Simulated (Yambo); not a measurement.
# As (R-3m) in Yambo: notebook, part 4 of 4

Yambo 5.3.0. Earlier steps stand in the parts before.

## 6. G0W0 quasiparticle levels, PBEsol

Contents of g0w00.in:

```
gw0
dyson
el_el_corr
rim_cut
HF_and_locXC
ppa
em1d
RandQpts= 1000000
RandGvec= 50 RL
EXXRLvcs= 84 Ry
VXCRLvcs= 84 Ry
Chimod= "HARTREE"
% BndsRnXp
 1 | 135 |
%
NGsBlkXp= 5 Ry
% LongDrXp
 1 | 1 | 1 |
%
PPAPntXp= 27.21138 eV
% GbndRnge
 1 | 135 |
%
GTermKind= "BG"
DysSolver= "n"
ExtendOut
% QPkrange
 1 | 1 | 15 | 16 |
 3 | 3 | 15 | 16 |
 13 | 13 | 15 | 16 |
%
```

Contents of scf.in:

```
&CONTROL
  calculation = 'scf'
  prefix = 'pwscf'
  outdir = './tmp'
  pseudo_dir = './pseudo'
/
&SYSTEM
  ibrav = 0
  nat = 2
  ntyp = 1
  ecutwfc = 84
  nbnd = 22
  occupations = 'smearing'
  smearing = 'fd'
  degauss = 0.00367493
  force_symmorphic = .true.
/
&ELECTRONS
  conv_thr = 4d-10
  electron_maxstep = 120
  mixing_beta = 0.5
/
ATOMIC_SPECIES
As    74.9216 As.upf
CELL_PARAMETERS angstrom
   1.8807968987    1.0858785957    3.5140619945
  -1.8807968987    1.0858785957    3.5140619945
   0.0000000000   -2.1717571915    3.5140619945
ATOMIC_POSITIONS crystal
As     0.2260000000    0.2260000000    0.2260000000
As     0.7740000000    0.7740000000    0.7740000000
K_POINTS automatic
10 10 10 0 0 0
```

Contents of nscf.in:

```
&CONTROL
  calculation = 'nscf'
  prefix = 'pwscf'
  outdir = './tmp'
  pseudo_dir = './pseudo'
/
&SYSTEM
  ibrav = 0
  nat = 2
  ntyp = 1
  ecutwfc = 84
  nbnd = 135
  occupations = 'smearing'
  smearing = 'fd'
  degauss = 0.00367493
  force_symmorphic = .true.
/
&ELECTRONS
  conv_thr = 1d-08
  diago_full_acc = .true.
  diago_thr_init = 1d-06
/
ATOMIC_SPECIES
As    74.9216 As.upf
CELL_PARAMETERS angstrom
   1.8807968987    1.0858785957    3.5140619945
  -1.8807968987    1.0858785957    3.5140619945
   0.0000000000   -2.1717571915    3.5140619945
ATOMIC_POSITIONS crystal
As     0.2260000000    0.2260000000    0.2260000000
As     0.7740000000    0.7740000000    0.7740000000
K_POINTS automatic
4 4 4 0 0 0
```

Potentials or basis: PseudoDojo 0.4.1 SR PBEsol standard.

Command:

```bash
> OMP_NUM_THREADS=1 pw.x -in scf.in > scf.out
> OMP_NUM_THREADS=1 pw.x -in nscf.in > nscf.out
> cd tmp/pwscf.save; p2y; mv SAVE ../..; cd ../..
> OMP_NUM_THREADS=1 yambo
> OMP_NUM_THREADS=1 yambo -F g0w00.in -J g0w00 -C g0w00_out
```

Yambo's report:

```text
[... sections 02.01 to 02.04 as in the set-up run ...]

  [02.05] Energies & Occupations
  ==============================

  [X] === General ===
  [X] Electronic Temperature                        :  0.258606E-1   300.100    [eV K]
  [X] Bosonic    Temperature                        :  0.258606E-1   300.100    [eV K]
  [X] Finite Temperature mode                       : yes
  [X] El. density                                   :  0.69669E+24 [cm-3]
  [X] Fermi Level                                   :  10.52988 [eV]

  [X] === Gaps and Widths ===
  [X] Conduction Band Min                           :  10.52988 [eV]
  [X] Valence Band Max                              :  10.52988 [eV]
  [X] Filled Bands                                  :  14
  [X] Metallic Bands                                :  15  16
  [X] Empty Bands                                   :   17  135

  [X] === Metallic Characters ===
  [X] N of el / N of met el                         :  30.00000   2.00000
  [X] Average metallic occ.                         :  0.249999

  [WARNING] [X] Metallic system

 [03] Transferred momenta grid and indexing
 ==========================================

 IBZ Q-points                                      :  13
 BZ  Q-points                                      :   64

 K/Q-points units:
 rlu = crystal or reduced units; cc = cartesian coordinates; iku = interal k-units

 Q [ 1]         [rlu]:  0.000000  0.000000  0.000000
 Q [ 2]         [rlu]: -0.67271E-16 -0.18378E-16  0.25000
 Q [ 3]         [rlu]:  0.13454E-15  0.36756E-16 -0.50000
 Q [ 4]         [rlu]: -0.18997E-15  0.25000      0.25000
 Q [ 5]         [rlu]: -0.85968E-16  0.25000      0.50000
 Q [ 6]         [rlu]: -0.61519E-16  0.25000     -0.25000
 Q [ 7]         [rlu]:  0.32442E-15 -0.50000     -0.50000
 Q [ 8]         [rlu]:  0.250000  0.250000  0.250000
 Q [ 9]         [rlu]:  0.250000  0.250000  0.500000
 Q [10]         [rlu]:  0.250000  0.250000 -0.250000
 Q [11]         [rlu]:  0.250000  0.500000  0.500000
 Q [12]         [rlu]:  0.250000  0.500000  0.750000
 Q [13]         [rlu]: -0.500000 -0.500000 -0.500000

 [04] Coloumb potential Random Integration (RIM)
 ===============================================

  [04.01] RIM initialization
  ==========================

  * Diagonal components only detected *

  8 x (sBL volume)        :  0.106701 [a.u.]
  sBZ random points       :  1000000
  Points outside the sBZ  :   7968341
  RL volume               :  0.853609 [a.u.]
  Integrated volume       :  0.857001 [a.u.]

  [04.02] RIM integrals
  =====================

  Gamma point sphere radius             :  0.086035 [a.u.]
  Points outside the sphere             :   800552
  [Int_sBZ(q=0) 1/q^2]*(Vol_sBZ)^(-1/3) =:  7.766490
                                 should be <:  7.795600
  [WR./g0w00//ndb.RIM]------------------------------------------------------------
   Brillouin Zone Q/K grids (IBZ/BZ)                :   13   64   13   64
   Coulomb cutoff potential                         : none
   Coulombian RL components                         :   53
   Coulombian diagonal components                   : yes
   RIM random points                                :  1000000
   RIM  RL volume             [a.u.]                :  0.857001
   Real RL volume             [a.u.]                :  0.853609
   Eps^-1 reference component                       : 0
   Eps^-1 components                                :  0.000000  0.000000  0.000000
   RIM anysotropy factor                            :  0.000000

  Summary of Coulomb integrals for non-metallic bands |Q|[au] RIM/Bare

  Q [1] 0.100000E-4 0.996266 * Q [8] 0.236544 1.033763
  Q [2] 0.267068 1.077895 * Q [4] 0.299961 1.067983
[... 129 lines left out ...]
  =======================================

  [Hartree-Fock] === General ===
  [Hartree-Fock] Electronic Temperature             :  0.258606E-1   300.100    [eV K]
  [Hartree-Fock] Bosonic    Temperature             :  0.258606E-1   300.100    [eV K]
  [Hartree-Fock] Finite Temperature mode            : yes
  [Hartree-Fock] El. density                        :  0.69669E+24 [cm-3]
  [Hartree-Fock] Fermi Level                        :  10.52988 [eV]

  [Hartree-Fock] === Gaps and Widths ===
  [Hartree-Fock] Conduction Band Min                :  10.52988 [eV]
  [Hartree-Fock] Valence Band Max                   :  10.52988 [eV]
  [Hartree-Fock] Filled Bands                       :  14
  [Hartree-Fock] Metallic Bands                     :  15  16
  [Hartree-Fock] Empty Bands                        :   17  135

  [Hartree-Fock] === Metallic Characters ===
  [Hartree-Fock] N of el / N of met el              :  30.00000   2.00000
  [Hartree-Fock] Average metallic occ.              :  0.249999

  [WARNING] [Hartree-Fock] Metallic system

 [08] Dyson equation: Newton solver
 ==================================

 [WARNING] Response block size in GW reduced to 65      RL (2879    mHa)

  [08.01] G0W0 (W PPA)
  ====================

  [  GW  ] Bands range     :    1  135
  [GW/PPA] G damping       :  0.100000 [eV]

  QP @ state[ 1 ] K range:  1  1
  QP @ state[ 1 ] b range:  15  16
  QP @ state[ 2 ] K range:  3  3
  QP @ state[ 2 ] b range:  15  16
  QP @ state[ 3 ] K range:  13  13
  QP @ state[ 3 ] b range:  15  16
[... 39 lines left out ...]
   :: Time ordering fails/rest    :  0.491629
   :: Mean rel dev of PP cond     :  0.533550
   Current Q-pt index             :  11
   :: PP condition fails/total    :  0.521657
   :: Time ordering fails/rest    :  0.501237
   :: Mean rel dev of PP cond     :  0.521690
   Current Q-pt index             :  12
   :: PP condition fails/total    :  0.527811
   :: Time ordering fails/rest    :  0.496742
   :: Mean rel dev of PP cond     :  0.527849
   Current Q-pt index             :  13
   :: PP condition fails/total    :  0.533018
   :: Time ordering fails/rest    :  0.499240
   :: Mean rel dev of PP cond     :  0.533010

  [08.02] QP properties and I/O
  =============================

  Legend (energies in eV)
  - B  : Band       - Eo  : bare energy
  - E  : QP energy  - Z   : Renormalization factor
  - So : Sc(Eo)     - S   : Sc(E)
  - dSp: Sc derivative precision

  - lXC: Local XC (Perdew, Burke & Ernzerhof SOL(X)+Perdew, Burke & Ernzerhof SOL(C))
  -nlXC: non-Local XC (Hartree-Fock)

  QP [eV] @ K [1] (iku):  0.000000  0.000000  0.000000
   B=15 Eo= -1.65 E= -2.55 E-Eo= -0.89 Re(Z)=0.78 Im(Z)=-0.141377E-2 nlXC= -15.7887 lXC= -13.0183 So=  1.62852
   B=16 Eo=  1.96 E=  1.47 E-Eo= -0.49 Re(Z)=0.79 Im(Z)=-0.142751E-2 nlXC= -9.18980 lXC= -12.3161 So= -3.75051

  QP [eV] @ K [3] (iku):  0.75249E-17  0.53936     -0.16667
   B=15 Eo= -0.00 E= -0.77 E-Eo= -0.77 Re(Z)=0.79 Im(Z)=-0.137517E-2 nlXC= -13.2526 lXC= -12.8869 So=-0.610890
   B=16 Eo=  0.00 E= -0.45 E-Eo= -0.46 Re(Z)=0.79 Im(Z)=-0.134941E-2 nlXC= -10.6776 lXC= -12.1109 So= -2.00754

  QP [eV] @ K [13] (iku): -0.86917E-16   0.0000     -0.50000
   B=15 Eo= -0.31 E= -0.74 E-Eo= -0.44 Re(Z)=0.79 Im(Z)=-0.135706E-2 nlXC= -13.4845 lXC= -13.2874 So=-0.356101
   B=16 Eo=  1.14 E=  0.54 E-Eo= -0.60 Re(Z)=0.79 Im(Z)=-0.138881E-2 nlXC= -9.51185 lXC= -11.9449 So= -3.19115

  [WR./g0w00//ndb.QP]-------------------------------------------------------------
   Lattice constants                                :  6.640615  6.640615  6.640615
   Coulomb cutoff potential                         : none
   Electronic Temperature                           :  300.1000 [K]
   Bosonic    Temperature                           :  300.1000 [K]
   Green`s function   energies                      : Perdew, Burke & Ernzerhof SOL(X)+Perdew, Burke & Ernzerhof SOL(C)
   wavefunctions                                    : Perdew, Burke & Ernzerhof SOL(X)+Perdew, Burke & Ernzerhof SOL(C)
   PPA    diel. fun.  energies                      : Perdew, Burke & Ernzerhof SOL(X)+Perdew, Burke & Ernzerhof SOL(C)
   wavefunctions                                    : Perdew, Burke & Ernzerhof SOL(X)+Perdew, Burke & Ernzerhof SOL(C)
   QP tot states                                    :   6
   GW solver                                        : Newton
   GW approximation                                 : PPA
   PPA imaginary Energy                             :  27.21138 ev
   RIM G`s                                          :   53
   RIM random pts                                   :  1000000
   dS/dw steps                                      :  2
   dS/dw step                                       :  0.100000 ev
   X G`s                                            :   65 used
   X G`s                                            :   65 disk
   X bands                                          :    1  135
   X poles                                          :  100.0000 o/o
   X e/h E range                                    : -1.000000 -1.000000 ev
   X Hxc Kernel                                     : HARTREE
   X BZ energy Double Grid                          : no
   X Optical Averaged directions                    : none
   Sc/G bands                                       :    1  135
   Sc/G damping                                     :  0.100000 ev
   Sc bands terminator                              : yes
   Sc terminator kind                               : BG
   Sc Terminator pole                               :  40.81708
   Sx RL components                                 :   3799

   QP @ state[ 1 ] K range                          :  1  1
   QP @ state[ 1 ] b range                          :  15  16
   QP @ state[ 2 ] K range                          :  3  3
   QP @ state[ 2 ] b range                          :  15  16
   QP @ state[ 3 ] K range                          :  13  13
   QP @ state[ 3 ] b range                          :  15  16
   GF energies kind                                 : Perdew, Burke & Ernzerhof SOL(X)+Perdew, Burke & Ernzerhof SOL(C)
   GF WF`s kind                                     : Perdew, Burke & Ernzerhof SOL(X)+Perdew, Burke & Ernzerhof SOL(C)
   Xs energies kind                                 : Perdew, Burke & Ernzerhof SOL(X)+Perdew, Burke & Ernzerhof SOL(C)
   Xs WF`s kind                                     : Perdew, Burke & Ernzerhof SOL(X)+Perdew, Burke & Ernzerhof SOL(C)
```

Run time: 5.1 min. Hardware: 1 thread of Intel Xeon 6975P-C (Granite Rapids), shared host; peak memory 0.66 GiB.

Results:

- Band gap on the k mesh, mean-field level: 0.01 eV, direct

Quasiparticle terms (eV):
```tsv
k point	band	Kohn-Sham level	Vxc	Σx	Σc	Z	result
(0.000, 0.000, 0.000)	15	-1.65	-13.02	-15.79	1.63	0.78	-2.55
(0.000, 0.000, 0.000)	16	1.96	-12.32	-9.19	-3.75	0.79	1.47
(0.000, 0.000, -0.500)	15	0.00	-12.89	-13.25	-0.61	0.79	-0.77
(0.000, 0.000, -0.500)	16	0.00	-12.11	-10.68	-2.01	0.79	-0.45
(-0.500, -0.500, -0.500)	15	-0.31	-13.29	-13.48	-0.36	0.79	-0.74
(-0.500, -0.500, -0.500)	16	1.14	-11.94	-9.51	-3.19	0.79	0.54
```

Caveat: the k mesh is coarse (spacing up to 0.50 Å⁻¹), so the values aren't converged; the potentials hold a filled d shell without the s and p states of that shell, which can shift GW gaps by tenths of an eV, either way; the plasmon-pole model is rough for a metal; the ground state has no gap, which makes the many-body step unreliable; this version prints the column dSc/dw multiplied by 27.2; the terminator is approximate in this version, by hundredths of an eV. A k mesh can miss the band edges.

## 7. Overview

| task | potentials or basis | cutoff (eV) | random integration of the Coulomb term | direction of the field or of q to 0 | broadening | states corrected | frequency dependence of W | gap on the mesh (eV) |
| --- | --- | --- | --- | --- | --- | --- | --- | --- |
| G0W0 quasiparticle levels | PseudoDojo 0.4 SR PBEsol stringent | 1415 | yes | x + y + z | 0.1 eV | Γ and the k points of the band edges | plasmon pole | 0.03 |
| Hartree-Fock levels | PseudoDojo 0.4 SR PBEsol stringent | 1415 | yes | - | - | Γ and the k points of the band edges | - | 0.03 |
| optical spectrum | PseudoDojo 0.4 SR PBEsol stringent | 1415 | - | y | 0.1 eV | - | - | 0.03 |
| optical spectrum | PseudoDojo 0.4 SR PBEsol stringent | 1415 | - | x + y + z | 0.05 eV | - | - | 0.03 |
| G0W0 quasiparticle levels | PseudoDojo 0.4.1 SR PBEsol standard | 1143 | yes | x + y + z | 0.1 eV | Γ and the k points of the band edges | plasmon pole | 0.01 |

Alike in all rows: level PBEsol; no spin polarisation; cell as given; k mesh 4 × 4 × 4; smearing fermi-dirac 0.05 eV; the mesh is coarse, so values aren't converged.

Caveats: all runs use coarse meshes; the ground state has no gap, which makes the many-body step unreliable; the plasmon-pole model is rough for a metal (some runs); this version prints the column dSc/dw multiplied by 27.2 (some runs); the terminator is approximate in this version, by hundredths of an eV (some runs); the intraband (Drude) term of the metal is left out (some runs); spectra need much finer meshes, so this one isn't converged (some runs); independent-particle spectra lack excitons (some runs).

Absolute energies hang on the potentials; compare differences alone.
